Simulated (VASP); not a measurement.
# AlAs (F-43m) in VASP: further runs, part 2 of 2

VASP 6.6.1.

### Step 6. Dielectric tensor, PBE

The input, INCAR:

```
PREC = Accurate
ENCUT = 520
EDIFF = 1E-8
ISMEAR = 0
SIGMA = 0.03
LREAL = False
LASPH = True
NELM = 80
ALGO = Normal
ISIF = 2
LWAVE = False
LCHARG = False
GGA = PE
LEPSILON = True
```

The input, KPOINTS:

```
regular mesh
0
Monkhorst-Pack
  14 14 14
```

The input, POSCAR:

```
AlAs                                    
1.0
    0.0000000000      2.8408844734      2.8408844734
    2.8408844734      0.0000000000      2.8408844734
    2.8408844734      2.8408844734      0.0000000000
  Al              As            
     1     1
Direct
     0.0000000000000000    0.0000000000000000    0.0000000000000000
     0.2500000000000000    0.2500000000000000    0.2500000000000000
```

Potentials or basis: VASP PAW PBE potentials, release 64 (Al, As).

The run is started by

```
cat potpaw_PBE.64/Al/POTCAR potpaw_PBE.64/As/POTCAR > POTCAR
mpirun -np 1 vasp_std > vasp.out
```

OUTCAR:

```text
PREC = Accurate
   ENCUT = 520
   EDIFF = 1E-8
   ISMEAR = 0
   LREAL = False
   LASPH = True
   NELM = 80
   ISIF = 2
   GGA = PE
   LEPSILON = True

 ion  position               nearest neighbor table
   1  0.000  0.000  0.000-   2 2.46   2 2.46   2 2.46   2 2.46
   2  0.250  0.250  0.250-   1 2.46   1 2.46   1 2.46   1 2.46

  LATTYP: Found a face centered cubic cell.
 ALAT       =     5.6817689468

  Lattice vectors:

 A1 = (   0.0000000000,   2.8408844734,   2.8408844734)
 A2 = (   2.8408844734,   0.0000000000,   2.8408844734)
 A3 = (   2.8408844734,   2.8408844734,   0.0000000000)

Analysis of symmetry for initial positions (statically):
=====================================================================
 Subroutine PRICEL returns:
 Original cell was already a primitive cell.

 Routine SETGRP: Setting up the symmetry group for a
 face centered cubic supercell.

 Subroutine GETGRP returns: Found 24 space group operations
 (whereof 24 operations were pure point group operations)
 out of a pool of 48 trial point group operations.

The static configuration has the point symmetry T_d .

Analysis of symmetry for dynamics (positions and initial velocities):
=====================================================================
 Subroutine PRICEL returns:
 Original cell was already a primitive cell.

 Routine SETGRP: Setting up the symmetry group for a
 face centered cubic supercell.

 Subroutine GETGRP returns: Found 24 space group operations
 (whereof 24 operations were pure point group operations)
 out of a pool of 48 trial point group operations.

The dynamic configuration has the point symmetry T_d .

 Subroutine INISYM returns: Found 24 space group operations
[... 444 lines left out ...]
 ------------------------------------------------------
           9.913457     0.000000    -0.000000
           0.000000     9.913457     0.000000
           0.000000     0.000000     9.913457
 ------------------------------------------------------

 Free energy of the ion-electron system (eV)
  ---------------------------------------------------
  ---------------------------------------------------
  free energy    TOTEN  =        -1.17271094 eV

  energy without entropy =       -1.17271094

------------------------ aborting loop because EDIFF is reached ----------------------------------------

--------------------------------------- Ionic step        2  -------------------------------------------

------------------------ aborting loop because EDIFF is reached ----------------------------------------

--------------------------------------- Ionic step        3  -------------------------------------------

 Free energy of the ion-electron system (eV)
  ---------------------------------------------------
  ---------------------------------------------------
  free energy    TOTEN  =        -1.17271164 eV

  energy without entropy =       -1.17271164

------------------------ aborting loop because EDIFF is reached ----------------------------------------

 PIEZOELECTRIC TENSOR FIELD DIRECTION 3  (e Angst)
 -----------------------------------------------------------------------------
    -0.00040 -1.89520  0.00000           (  0.00000  0.04253  0.00000)
    -1.89520 -0.00040  0.00000           (  0.04253  0.00000  0.00000)
     0.00000  0.00000 -0.00023           (  0.00000  0.00000  0.00000)

 PIEZOELECTRIC TENSOR FIELD DIRECTION 3  (C/m^2)
 -----------------------------------------------------------------------------
    -0.00014 -0.66218  0.00000
    -0.66218 -0.00014  0.00000
     0.00000  0.00000 -0.00008

 MACROSCOPIC STATIC DIELECTRIC TENSOR (including local field effects in DFT)
 ------------------------------------------------------
           9.356768     0.000000    -0.000000
           0.000000     9.356768     0.000000
           0.000000    -0.000000     9.356768
 ------------------------------------------------------

 PIEZOELECTRIC TENSOR (including local field effects)  for field in x, y, z        (e  Angst)
          XX          YY          ZZ          XY          YZ          ZX
  --------------------------------------------------------------------------------
  x     0.00000     0.00000     0.00000    -0.00000    -1.89607    -0.00000
  y     0.00000     0.00000     0.00000     0.00000     0.00000    -1.89607
  z     0.00000     0.00000     0.00000    -1.89607     0.00000     0.00000

 PIEZOELECTRIC TENSOR (including local field effects)  for field in x, y, z        (C/m^2)
          XX          YY          ZZ          XY          YZ          ZX
  --------------------------------------------------------------------------------
  x     0.00000     0.00000     0.00000    -0.00000    -0.66248    -0.00000
  y     0.00000     0.00000     0.00000     0.00000     0.00000    -0.66248
  z     0.00000     0.00000     0.00000    -0.66248     0.00000     0.00000

 BORN EFFECTIVE CHARGES (including local field effects) (in |e|, cummulative output)
 ---------------------------------------------------------------------------------
 ion    1
    1     2.12689    -0.00000    -0.00000
    2     0.00000     2.12689     0.00000
    3     0.00000     0.00000     2.12689
 ion    2
    1    -2.12689     0.00000     0.00000
    2    -0.00000    -2.12689    -0.00000
    3    -0.00000    -0.00000    -2.12689
```

stdout:

```text
POSCAR found type information on POSCAR AlAs
 POSCAR found :  2 types and       2 ions
 scaLAPACK will be used
 LDA part: xc-table for (Slater+PW92), standard interpolation
 -----------------------------------------------------------------------------
|                                                                             |
[... 38 lines left out ...]
 Linear response to external field, progress :
  Direction:   1
 dielectric tensor                  component  1 :     9.357     0.358     0.000
 Linear response to external field, progress :
  Direction:   2
 dielectric tensor                  component  2 :    -0.001     9.357    -0.375
 Linear response to external field, progress :
  Direction:   3
 dielectric tensor                  component  3 :     0.725    -0.008     9.357
 Born effective charges drift removed
```

Wall time 20 min (1 thread of Intel Xeon 6975P-C (Granite Rapids), shared host); peak memory 1.3 GiB.

Results:

```
Electronic dielectric tensor (diagonal) : 9.36
Born charges (mean of the diagonal)     : Al +2.13; As -2.13 e
```

Electronic dielectric tensor:
```
9.36 0.00 0.00
0.00 9.36 0.00
0.00 0.00 9.36
```

Born effective charge tensors (e):
atom 1, Al
```
2.13 0.00 0.00
0.00 2.13 0.00
0.00 0.00 2.13
```
atom 2, As
```
-2.13  0.00  0.00
 0.00 -2.13  0.00
 0.00  0.00 -2.13
```

### Step 7. Summary

| task | level | spin | k mesh | monkhorst-Pack mesh | gap on the mesh (eV) | pressure (GPa) |
| --- | --- | --- | --- | --- | --- | --- |
| band structure | r2SCAN | off | 8 × 8 × 8 | - | 1.81 | -0.2 |
| band structure | PBE | SOC, no magnetisation | 6 × 6 × 6 | - | - | 1.9 |
| band structure | TB-mBJ | off | 8 × 8 × 8 | - | 2.18 | - |
| band structure | TB-mBJ | SOC, no magnetisation | 6 × 6 × 6 | - | - | - |
| dielectric tensor | PBE | off | 14 × 14 × 14 | yes | - | - |

Alike in all rows: potentials or basis VASP PAW PBE potentials, release 64 (Al, As); cell as given; cutoff (eV) 520; smearing gaussian 0.03 eV.

Caveats: the PAW data sets were made with another functional, which shifts forces and pressure a little (some runs).

Absolute energies hang on the potentials; compare differences alone.

### Step 8. Against experiment

Step 6. Against the measured high-frequency dielectric constant of AlAs, 8.16 (a printed reference work, textbook), the calculated 9.36 is off by +14.7 %.
